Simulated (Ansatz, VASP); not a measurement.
## Si53MoN72 (Mo_Si): VASP beside Ansatz

Wanted: the spread between two codes on one cell, functional and k mesh. Of the first pair: The structure shown is the start of the Ansatz relaxation below; VASP solves that cell, so the two are compared at the walk's first step.

Main program and level: Ansatz 0.2.0; plane waves, with VASP 6.6.1 beside it; single point at PBEsol.

## Step 1: The starting structure

The cell holds 126 atoms: 53 Si, 72 N and 1 Mo. Cell: a = 13.206 Å, b = 13.206 Å, c = 8.731 Å, α = 90.0°, β = 90.0°, γ = 120.0°. It derives from Si3N4 (Si3N4 (P6_3/m)). Nearest the centre at fractional (0.353, 0.473, 0.583): Mo126 at 0.05 Å, N79 at 1.70 Å, N84 at 1.76 Å, N112 at 1.76 Å, N88 at 1.78 Å, Si2 at 2.93 Å, Si37 at 2.96 Å, Si27 at 2.96 Å. The cell carries charge +1.

## Step 2: Ansatz: relaxation, PBEsol

Ansatz runs on its PAW soft_1 files.

The two programs are compared at the cell with which this relaxation starts, whose forces are those of its first step.

input.yaml

```yaml
crystal:
  lattice:
    - [11.43668588, 6.60297367, 0.0]
    - [-11.43668588, 6.60297367, 0.0]
    - [0.0, 0.0, 8.73076733]
  atoms:
    - { symbol: Si, position: [0.01950046, 0.80655545, 0.25] }
    - { symbol: Si, position: [0.3528338, 0.47322211, 0.25] }
    - { symbol: Si, position: [0.68616713, 0.13988878, 0.25] }
    - { symbol: Si, position: [0.21294502, 0.01950046, 0.08333333] }
    - { symbol: Si, position: [0.54627835, 0.68616713, 0.08333333] }
    - { symbol: Si, position: [0.87961168, 0.3528338, 0.08333333] }
    - { symbol: Si, position: [0.13988878, 0.45372165, 0.08333333] }
    - { symbol: Si, position: [0.47322211, 0.12038832, 0.08333333] }
    - { symbol: Si, position: [0.80655545, 0.78705498, 0.08333333] }
    - { symbol: Si, position: [0.19344455, 0.21294502, 0.25] }
    - { symbol: Si, position: [0.52677789, 0.87961168, 0.25] }
    - { symbol: Si, position: [0.86011122, 0.54627835, 0.25] }
    - { symbol: Si, position: [0.12038832, 0.6471662, 0.25] }
    - { symbol: Si, position: [0.45372165, 0.31383287, 0.25] }
    - { symbol: Si, position: [0.78705498, 0.98049954, 0.25] }
    - { symbol: Si, position: [0.31383287, 0.86011122, 0.08333333] }
    - { symbol: Si, position: [0.6471662, 0.52677789, 0.08333333] }
    - { symbol: Si, position: [0.98049954, 0.19344455, 0.08333333] }
    - { symbol: "N", position: [0.0, 0.66666667, 0.25] }
    - { symbol: "N", position: [0.33333333, 0.33333333, 0.25] }
    - { symbol: "N", position: [0.66666667, 0.0, 0.25] }
    - { symbol: "N", position: [0.0, 0.33333333, 0.08333333] }
    - { symbol: "N", position: [0.33333333, 0.0, 0.08333333] }
    - { symbol: "N", position: [0.66666667, 0.66666667, 0.08333333] }
    - { symbol: "N", position: [0.21345843, 0.45653274, 0.25] }
    - { symbol: "N", position: [0.54679176, 0.12319941, 0.25] }
    - { symbol: "N", position: [0.8801251, 0.78986608, 0.25] }
    - { symbol: "N", position: [0.09025902, 0.8801251, 0.08333333] }
    - { symbol: "N", position: [0.42359235, 0.54679176, 0.08333333] }
    - { symbol: "N", position: [0.75692569, 0.21345843, 0.08333333] }
    - { symbol: "N", position: [0.12319941, 0.57640765, 0.08333333] }
    - { symbol: "N", position: [0.45653274, 0.24307431, 0.08333333] }
    - { symbol: "N", position: [0.78986608, 0.90974098, 0.08333333] }
    - { symbol: "N", position: [0.21013392, 0.09025902, 0.25] }
    - { symbol: "N", position: [0.54346726, 0.75692569, 0.25] }
    - { symbol: "N", position: [0.87680059, 0.42359235, 0.25] }
    - { symbol: "N", position: [0.1198749, 0.21013392, 0.08333333] }
    - { symbol: "N", position: [0.45320824, 0.87680059, 0.08333333] }
    - { symbol: "N", position: [0.78654157, 0.54346726, 0.08333333] }
    - { symbol: "N", position: [0.24307431, 0.78654157, 0.25] }
    - { symbol: "N", position: [0.57640765, 0.45320824, 0.25] }
    - { symbol: "N", position: [0.90974098, 0.1198749, 0.25] }
    - { symbol: Si, position: [0.01950046, 0.80655545, 0.58333333] }
    - { symbol: Mo, position: [0.3528338, 0.47322211, 0.58333333], spin: 1.0 }
    - { symbol: Si, position: [0.68616713, 0.13988878, 0.58333333] }
    - { symbol: Si, position: [0.21294502, 0.01950046, 0.41666667] }
    - { symbol: Si, position: [0.54627835, 0.68616713, 0.41666667] }
    - { symbol: Si, position: [0.87961168, 0.3528338, 0.41666667] }
    - { symbol: Si, position: [0.13988878, 0.45372165, 0.41666667] }
    - { symbol: Si, position: [0.47322211, 0.12038832, 0.41666667] }
    - { symbol: Si, position: [0.80655545, 0.78705498, 0.41666667] }
    - { symbol: Si, position: [0.19344455, 0.21294502, 0.58333333] }
    - { symbol: Si, position: [0.52677789, 0.87961168, 0.58333333] }
    - { symbol: Si, position: [0.86011122, 0.54627835, 0.58333333] }
    - { symbol: Si, position: [0.12038832, 0.6471662, 0.58333333] }
    - { symbol: Si, position: [0.45372165, 0.31383287, 0.58333333] }
    - { symbol: Si, position: [0.78705498, 0.98049954, 0.58333333] }
    - { symbol: Si, position: [0.31383287, 0.86011122, 0.41666667] }
    - { symbol: Si, position: [0.6471662, 0.52677789, 0.41666667] }
    - { symbol: Si, position: [0.98049954, 0.19344455, 0.41666667] }
    - { symbol: "N", position: [0.0, 0.66666667, 0.58333333] }
    - { symbol: "N", position: [0.33333333, 0.33333333, 0.58333333] }
    - { symbol: "N", position: [0.66666667, 0.0, 0.58333333] }
    - { symbol: "N", position: [0.0, 0.33333333, 0.41666667] }
    - { symbol: "N", position: [0.33333333, 0.0, 0.41666667] }
    - { symbol: "N", position: [0.66666667, 0.66666667, 0.41666667] }
    - { symbol: "N", position: [0.21345843, 0.45653274, 0.58333333] }
    - { symbol: "N", position: [0.54679176, 0.12319941, 0.58333333] }
    - { symbol: "N", position: [0.8801251, 0.78986608, 0.58333333] }
    - { symbol: "N", position: [0.09025902, 0.8801251, 0.41666667] }
    - { symbol: "N", position: [0.42359235, 0.54679176, 0.41666667] }
    - { symbol: "N", position: [0.75692569, 0.21345843, 0.41666667] }
    - { symbol: "N", position: [0.12319941, 0.57640765, 0.41666667] }
    - { symbol: "N", position: [0.45653274, 0.24307431, 0.41666667] }
    - { symbol: "N", position: [0.78986608, 0.90974098, 0.41666667] }
    - { symbol: "N", position: [0.21013392, 0.09025902, 0.58333333] }
    - { symbol: "N", position: [0.54346726, 0.75692569, 0.58333333] }
    - { symbol: "N", position: [0.87680059, 0.42359235, 0.58333333] }
    - { symbol: "N", position: [0.1198749, 0.21013392, 0.41666667] }
    - { symbol: "N", position: [0.45320824, 0.87680059, 0.41666667] }
    - { symbol: "N", position: [0.78654157, 0.54346726, 0.41666667] }
    - { symbol: "N", position: [0.24307431, 0.78654157, 0.58333333] }
    - { symbol: "N", position: [0.57640765, 0.45320824, 0.58333333] }
    - { symbol: "N", position: [0.90974098, 0.1198749, 0.58333333] }
    - { symbol: Si, position: [0.01950046, 0.80655545, 0.91666667] }
    - { symbol: Si, position: [0.3528338, 0.47322211, 0.91666667] }
    - { symbol: Si, position: [0.68616713, 0.13988878, 0.91666667] }
    - { symbol: Si, position: [0.21294502, 0.01950046, 0.75] }
    - { symbol: Si, position: [0.54627835, 0.68616713, 0.75] }
    - { symbol: Si, position: [0.87961168, 0.3528338, 0.75] }
    - { symbol: Si, position: [0.13988878, 0.45372165, 0.75] }
    - { symbol: Si, position: [0.47322211, 0.12038832, 0.75] }
    - { symbol: Si, position: [0.80655545, 0.78705498, 0.75] }
    - { symbol: Si, position: [0.19344455, 0.21294502, 0.91666667] }
    - { symbol: Si, position: [0.52677789, 0.87961168, 0.91666667] }
    - { symbol: Si, position: [0.86011122, 0.54627835, 0.91666667] }
    - { symbol: Si, position: [0.12038832, 0.6471662, 0.91666667] }
    - { symbol: Si, position: [0.45372165, 0.31383287, 0.91666667] }
    - { symbol: Si, position: [0.78705498, 0.98049954, 0.91666667] }
    - { symbol: Si, position: [0.31383287, 0.86011122, 0.75] }
    - { symbol: Si, position: [0.6471662, 0.52677789, 0.75] }
    - { symbol: Si, position: [0.98049954, 0.19344455, 0.75] }
    - { symbol: "N", position: [0.0, 0.66666667, 0.91666667] }
    - { symbol: "N", position: [0.33333333, 0.33333333, 0.91666667] }
    - { symbol: "N", position: [0.66666667, 0.0, 0.91666667] }
    - { symbol: "N", position: [0.0, 0.33333333, 0.75] }
    - { symbol: "N", position: [0.33333333, 0.0, 0.75] }
    - { symbol: "N", position: [0.66666667, 0.66666667, 0.75] }
    - { symbol: "N", position: [0.21345843, 0.45653274, 0.91666667] }
    - { symbol: "N", position: [0.54679176, 0.12319941, 0.91666667] }
    - { symbol: "N", position: [0.8801251, 0.78986608, 0.91666667] }
    - { symbol: "N", position: [0.09025902, 0.8801251, 0.75] }
    - { symbol: "N", position: [0.42359235, 0.54679176, 0.75] }
    - { symbol: "N", position: [0.75692569, 0.21345843, 0.75] }
    - { symbol: "N", position: [0.12319941, 0.57640765, 0.75] }
    - { symbol: "N", position: [0.45653274, 0.24307431, 0.75] }
    - { symbol: "N", position: [0.78986608, 0.90974098, 0.75] }
    - { symbol: "N", position: [0.21013392, 0.09025902, 0.91666667] }
    - { symbol: "N", position: [0.54346726, 0.75692569, 0.91666667] }
    - { symbol: "N", position: [0.87680059, 0.42359235, 0.91666667] }
    - { symbol: "N", position: [0.1198749, 0.21013392, 0.75] }
    - { symbol: "N", position: [0.45320824, 0.87680059, 0.75] }
    - { symbol: "N", position: [0.78654157, 0.54346726, 0.75] }
    - { symbol: "N", position: [0.24307431, 0.78654157, 0.91666667] }
    - { symbol: "N", position: [0.57640765, 0.45320824, 0.91666667] }
    - { symbol: "N", position: [0.90974098, 0.1198749, 0.91666667] }
  host:
    repeats: [1, 1, 3]
    atoms:
      - { symbol: Si, position: [0.01950046, 0.80655545, 0.75] }
      - { symbol: Si, position: [0.3528338, 0.47322211, 0.75] }
      # ... 40 more atoms of the perfect host
total_charge: 1
basis:
  ecutwfc: 420
  xc_grid: 2
hamiltonian:
  xc: pbesol
  pseudopotentials: { kind: paw, azcp: { folder: soft_1 }, xc_functional: pbe }
kpoints:
  mp_grid: { grid: [1, 1, 1], shift: [0.25, 0.25, 0.25] }
magnetization:
  spin_polarized: true
  initial_magnetization: 1
  spin_locking: { lock_magnetization: hard }
scf:
  occupations: { method: fixed }
  max_iter: 80
output:
  forces: true
  charged_corrections:
    epsilon: [4.29, 4.29, 4.37]
    static_epsilon: [8.29, 8.29, 8.25]
    defect_position: [0.352834, 0.473222, 0.583333]
relax:
  f_tol: 0.02
  max_steps: 80
  random_displacement: { amplitude: 0.05, seed: 1935 }
checkpoint:
  write: "../qp1_M1.relax.run"
  compress: false
  write_wavefunctions: true
  write_every: 100000
```

On the command line:

```
$ ansatz run input.yaml --threads 4 --pin off --max-ram 15073MiB --backend cpu --events-out ev --progress --plain --runs-dir out
```

Numbers of over 12 decimals in the logs are rounded to 6 here.

What it wrote:

```text
Engine: ansatz 0.2.0, x86_64-unknown-linux-gnu
Pseudopotentials: kind: paw
Pseudopotential: Si, paw, valence charge 4, recommended cutoff 420 eV (normal), soft_1/Si.paw.azcp
Pseudopotential: N, paw, valence charge 5, recommended cutoff 420 eV (normal), soft_1/N.paw.azcp
Pseudopotential: Mo, paw, valence charge 14, recommended cutoff 420 eV (normal), soft_1/Mo.paw.azcp
Functional definition: PBEsol
  exchange = pbesol_x
  correlation = pbesol_c
Crystal: 126 atoms, lattice volume = 1318.628 Å³
Basis set: ecut = 420 eV, 25805 PW (Γ), exchange–correlation on 180×180×120 points (8 copies of the dense FFT grid, shifted against one another)
Bands: 419, of which v1, the nominal top of the filled ones, is band 293 counted from 1 (292 counted from 0)
Symmetry: 1 space group operations
k-points: 1
Non-local potential: Si, projectors of the file, l = 0: 2, l = 1: 2, l = 2: 1
Non-local potential: N, projectors of the file, l = 0: 2, l = 1: 2, l = 2: 1
Non-local potential: Mo, projectors of the file, l = 0: 3, l = 1: 2, l = 2: 2, l = 3: 1
PAW form: soft (Blöchl's): semilocal exchange-correlation on the pseudo side does not see the compensation charge
PAW frozen core: Si, regenerated for the run's functional, and the local potential with it (the file was generated under x = pbe(κ = 0.804, μ = 0.219515), c = pbe(β = 0.066725))
PAW frozen core: N, regenerated for the run's functional, and the local potential with it (the file was generated under x = pbe(κ = 0.804, μ = 0.219515), c = pbe(β = 0.066725))
PAW frozen core: Mo, regenerated for the run's functional, and the local potential with it (the file was generated under x = pbe(κ = 0.804, μ = 0.219515), c = pbe(β = 0.066725))
PAW one-centre angular grid: Si, 110 points (default); XC on 64 Gauss nodes
PAW one-centre angular grid: N, 110 points (default); XC on 64 Gauss nodes
PAW one-centre angular grid: Mo, 590 points (default); XC on 64 Gauss nodes
Initial density: superposition of atomic densities (chi_scale 0.1, normalization cell, long waves kept (reshape's long-wave potential 0.09 eV rms))
Starting moments: Σ|m| = 1 μB on 1 of 126 sites
Initial wavefunctions: pseudopotential atomic-orbital guess
Functional: x = pbesol(κ = 0.804, μ = 0.123457), c = pbesol(β = 0.046)
SCF iter   1: F=—  HF=-65338.503367 eV  |F-HF|=—  |Δ(HF+E_count)|=         —  Δρ=7.59e-2 (↑7.59e-2 ↓7.56e-2)  dr2=3.17e2  dr2_m=2.19e-1  M=1.000 μB ∫|m|=1.056 μB  β_m=0.30  ethr=3.10e-3  ⟨swp⟩=6.0  Hψ=3317  notcnv=0  defer=246
preconditioner: auto → Resta (q_TF=auto, 2.383 Å⁻¹)  ε∞=3.6  [insulator: Δε(μ)=0.557 eV  Ē_g=15.290 eV  n_scr=282 (ndim 8)  ℏωp=24.6 eV  f_vac=0.011  ε∞_Penn≈3.6]
spin=Collinear: Resta preconditioning applied to the charge; magnetization (m = ρ↑ − ρ↓) channel mixes plain (no charge-response kernel on spin).
SCF iter   2: F=—  HF=-65261.847673 eV  |F-HF|=—  |Δ(HF+E_count)|=    7.67e1  Δρ=3.84e-2 (↑3.84e-2 ↓3.83e-2)  dr2=7.87e1  dr2_m=1.06e-1  M=1.000 μB ∫|m|=1.075 μB  β_m=0.44  ethr=3.10e-3  ⟨swp⟩=3.0  Hψ=1443  notcnv=0  defer=249
SCF iter   3: F=—  HF=-65239.602738 eV  |F-HF|=—  |Δ(HF+E_count)|=    2.22e1  Δρ=1.43e-2 (↑1.42e-2 ↓1.43e-2)  dr2=5.53e0  dr2_m=1.86e-2  M=1.000 μB ∫|m|=1.148 μB  β_m=0.67  ethr=3.10e-3  ⟨swp⟩=3.0  Hψ=1300  notcnv=0  defer=249
SCF iter   4: F=—  HF=-65238.750772 eV  |F-HF|=—  |Δ(HF+E_count)|=   8.52e-1  Δρ=3.28e-3 (↑3.26e-3 ↓3.28e-3)  dr2=6.93e-1  dr2_m=4.68e-4  M=1.000 μB ∫|m|=1.163 μB  β_m=0.59  ethr=9.46e-4  ⟨swp⟩=2.5  Hψ=1132  notcnv=0  defer=249
SCF iter   5: F=—  HF=-65238.665507 eV  |F-HF|=—  |Δ(HF+E_count)|=   8.53e-2  Δρ=9.39e-4 (↑9.27e-4 ↓9.39e-4)  dr2=6.15e-2  dr2_m=5.42e-5  M=1.000 μB ∫|m|=1.098 μB  β_m=0.79  ethr=1.18e-4  ⟨swp⟩=3.0  Hψ=1186  notcnv=0  defer=249
SCF iter   6: F=—  HF=-65238.689652 eV  |F-HF|=—  |Δ(HF+E_count)|=   2.41e-2  Δρ=3.97e-4 (↑3.97e-4 ↓3.78e-4)  dr2=1.16e-2  dr2_m=1.15e-5  M=1.000 μB ∫|m|=1.088 μB  β_m=0.90  ethr=1.05e-5  ⟨swp⟩=3.5  Hψ=1317  notcnv=0  defer=249
SCF iter   7: F=—  HF=-65238.697775 eV  |F-HF|=—  |Δ(HF+E_count)|=   8.12e-3  Δρ=2.65e-4 (↑2.65e-4 ↓2.59e-4)  dr2=4.20e-3  dr2_m=5.87e-6  M=1.000 μB ∫|m|=1.085 μB  β_m=0.77  ethr=1.98e-6  ⟨swp⟩=3.0  Hψ=1185  notcnv=0  defer=249
SCF iter   8: F=—  HF=-65238.697758 eV  |F-HF|=—  |Δ(HF+E_count)|=   1.69e-5  Δρ=6.59e-5 (↑6.59e-5 ↓6.39e-5)  dr2=3.36e-4  dr2_m=7.16e-7  M=1.000 μB ∫|m|=1.085 μB  β_m=0.84  ethr=7.19e-7  ⟨swp⟩=2.0  Hψ=1221  notcnv=0  defer=249
SCF iter   9: F=—  HF=-65238.698223 eV  |F-HF|=—  |Δ(HF+E_count)|=   4.65e-4  Δρ=3.79e-5 (↑3.79e-5 ↓3.71e-5)  dr2=1.02e-4  dr2_m=9.53e-8  M=1.000 μB ∫|m|=1.085 μB  β_m=0.76  ethr=5.75e-8  ⟨swp⟩=2.5  Hψ=1177  notcnv=0  defer=249
SCF iter  10: F=-65238.698284 eV  HF=-65238.698279 eV  |F-HF|=5.28e-6  |Δ(HF+E_count)|=   5.59e-5  Δρ=9.47e-6 (↑9.22e-6 ↓9.47e-6)  dr2=5.36e-6  dr2_m=1.05e-8  M=1.000 μB ∫|m|=1.085 μB  ethr=1.71e-9  ⟨swp⟩=2.0  Hψ=2608  notcnv=0
[...]
- { symbol: N, position: [0.332932, 0.332747, 0.250969] }
    - { symbol: N, position: [0.667252, 0.00127542, 0.249914] }
    - { symbol: N, position: [-0.000562648, 0.333043, 0.083192] }
    - { symbol: N, position: [0.332952, -7.767743362835366e-5, 0.083207] }
    - { symbol: N, position: [0.666395, 0.667212, 0.083204] }
    - { symbol: N, position: [0.212587, 0.456276, 0.249495] }
    - { symbol: N, position: [0.546521, 0.121856, 0.249270] }
    - { symbol: N, position: [0.880512, 0.790436, 0.249461] }
    - { symbol: N, position: [0.090361, 0.879464, 0.083224] }
    - { symbol: N, position: [0.423597, 0.548506, 0.083203] }
    - { symbol: N, position: [0.756881, 0.214102, 0.083220] }
    - { symbol: N, position: [0.121988, 0.576097, 0.083233] }
    - { symbol: N, position: [0.457089, 0.243253, 0.083219] }
    - { symbol: N, position: [0.789955, 0.910102, 0.083224] }
    - { symbol: N, position: [0.210018, 0.089614, 0.250273] }
    - { symbol: N, position: [0.546582, 0.761499, 0.247948] }
    - { symbol: N, position: [0.876247, 0.423339, 0.250038] }
    - { symbol: N, position: [0.119923, 0.210073, 0.083232] }
    - { symbol: N, position: [0.452654, 0.877740, 0.083216] }
    - { symbol: N, position: [0.785031, 0.542530, 0.083214] }
    - { symbol: N, position: [0.242175, 0.785944, 0.249644] }
    - { symbol: N, position: [0.575167, 0.454221, 0.249924] }
    - { symbol: N, position: [0.909672, 0.119757, 0.249791] }
    - { symbol: Si, position: [0.020038, 0.806013, 0.583224] }
    - { symbol: Mo, position: [0.366030, 0.478192, 0.583182] }
    - { symbol: Si, position: [0.686127, 0.139616, 0.583220] }
    - { symbol: Si, position: [0.212107, 0.017115, 0.415757] }
    - { symbol: Si, position: [0.553896, 0.694132, 0.413063] }
    - { symbol: Si, position: [0.878741, 0.352620, 0.416612] }
    - { symbol: Si, position: [0.137479, 0.453942, 0.414548] }
    - { symbol: Si, position: [0.473302, 0.118106, 0.415893] }
    - { symbol: Si, position: [0.809176, 0.789129, 0.416594] }
    - { symbol: Si, position: [0.187755, 0.205011, 0.583238] }
    - { symbol: Si, position: [0.525962, 0.880389, 0.583222] }
    - { symbol: Si, position: [0.859250, 0.545449, 0.583216] }
    - { symbol: Si, position: [0.119278, 0.646636, 0.583234] }
    - { symbol: Si, position: [0.456924, 0.309690, 0.583218] }
    - { symbol: Si, position: [0.786820, 0.980696, 0.583224] }
    - { symbol: Si, position: [0.312911, 0.858989, 0.416399] }
    - { symbol: Si, position: [0.646713, 0.527981, 0.415614] }
    - { symbol: Si, position: [0.979631, 0.193056, 0.416318] }
    - { symbol: N, position: [-0.00121971, 0.665693, 0.583249] }
[...]
- { symbol: Si, position: [0.019167, 0.805767, 0.917125] }
    - { symbol: Si, position: [0.350541, 0.471317, 0.923803] }
    - { symbol: Si, position: [0.686602, 0.140711, 0.916783] }
    - { symbol: Si, position: [0.212110, 0.017116, 0.750672] }
    - { symbol: Si, position: [0.553871, 0.694109, 0.753343] }
    - { symbol: Si, position: [0.878742, 0.352622, 0.749802] }
    - { symbol: Si, position: [0.137466, 0.453944, 0.751907] }
[...]
- { symbol: Si, position: [0.527153, 0.882440, 0.917243] }
    - { symbol: Si, position: [0.858580, 0.545208, 0.916486] }
    - { symbol: Si, position: [0.119105, 0.647125, 0.917023] }
    - { symbol: Si, position: [0.454412, 0.313752, 0.916819] }
    - { symbol: Si, position: [0.786740, 0.980672, 0.916863] }
    - { symbol: Si, position: [0.312907, 0.858987, 0.750038] }
    - { symbol: Si, position: [0.646706, 0.527970, 0.750797] }
    - { symbol: Si, position: [0.979626, 0.193053, 0.750123] }
[...]
- { symbol: N, position: [0.546613, 0.761509, 0.918461] }
    - { symbol: N, position: [0.876257, 0.423347, 0.916384] }
    - { symbol: N, position: [0.119096, 0.209206, 0.749888] }
    - { symbol: N, position: [0.452744, 0.876724, 0.750144] }
    - { symbol: N, position: [0.784091, 0.541165, 0.749033] }
    - { symbol: N, position: [0.242171, 0.785939, 0.916790] }
    - { symbol: N, position: [0.575165, 0.454208, 0.916489] }
    - { symbol: N, position: [0.909662, 0.119753, 0.916648] }
```

Reading the cycles: dr2 is the Hartree energy of the density residual (eV), the measure of convergence; HF is the Harris–Foulkes estimate of the energy, which meets the free energy F at convergence.

[end of part 1 of 3]

[Lines on the potential files, build, host, timing and source positions are cut from VASP's logs without a mark.]

[Logs are printed without paths, hosts, clocks, repeated set-up lines and the standing remarks that a program may print on its own settings, such as how far it seeks lower states.]

[Hosts, paths, dates, database ids (printed as entryN), source tags and the programs' standing remarks are cut or masked in the printed files.]
